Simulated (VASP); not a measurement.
Runs of VASP 6.6.1 on GaP. Symmetry: F-43m, No. 216, cubic system. The conventional cell has a = 5.451 Å, b = 5.451 Å, c = 5.451 Å, α = 90.00°, β = 90.00°, γ = 90.00°. Ga (site symmetry -43m) has 4 P at 2.36 Å as nearest neighbours. P (site symmetry -43m) is surrounded by 4 Ga at 2.36 Å. 

```csv
level,grid for exact exchange (PRECFOCK),share of exact exchange,gap on the mesh (eV),pressure (GPa)
PBE-EpsX,Fast,0.0895,2.13,2.1
r2SCAN0,Fast,-,(a),-0.7
r2SCAN50,Normal,-,-,(c)
B3LYP,Normal,-,(b),4.2
PBE0,Fast,-,3.04,0.6
```

Alike in all rows: task band structure; potentials or basis VASP PAW PBE potentials, release 64 (Ga_d, P); no spin polarisation; cell as given; k mesh 4 × 4 × 4; cutoff (eV) 520; smearing fermi-dirac 0.05 eV; the mesh is coarse, so values aren't converged.

Problem. Estimate the missing entries.

Solution. (a) 3.18; (b) 2.94; (c) -1.7.

Caveats: all runs use coarse meshes; an unscreened hybrid on a path of extra k points without a Coulomb cutoff has errors near the mesh points, so the bands along the path aren't reliable; the PAW data sets were made with another functional, which shifts forces and pressure a little.

A k mesh can miss the band edges, and the runs leave out spin-orbit coupling on Ga.

Runs at the PBE level aren't shown here.
